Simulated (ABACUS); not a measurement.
GaSb:

```
Sb Ga
1.0
    -2.75343    2.75343    1.59071
     2.75343   -2.75343    1.59071
     2.75343    2.75343   -1.59071
Sb Ga
1 1
Direct
  0.00000 0.00000 0.00000
  0.75000 0.25000 0.50000
```

Measurements of this composition are mostly on another form, of space group No. 216.

Base run:

```yaml
Program: ABACUS 3.10.1
Functional: LDA
Potentials_or_basis: SG15 ONCV 1.2 PBE
Cutoff: 1361 eV
Density_cutoff: 5442 eV
Basis: DZP LCAO (the cutoffs set its grid)
k_mesh: 10 × 10 × 10
Occupations: fermi-dirac, width 0.05 eV
Spin: no spin polarisation
```

Its results: band gap on the k mesh none (metal or under the smearing width); pressure -3.8 GPa.

After a change of settings the same cell gave: band gap on the k mesh none (metal or under the smearing width); pressure -1.8 GPa. Which change was it?
A. functional from LDA to PBE
B. functional from LDA to TPSS
C. functional from LDA to PW91
D. functional from LDA to PBEsol

D.

PBEsol binds less tightly than LDA, so the same cell stands under more pressure.

Caveats: the atomic orbitals were generated for these runs and aren't a published set; the potentials were made for another functional, which shifts forces and pressure; the basis of atomic orbitals isn't converged, which shifts pressures, moduli and gaps.
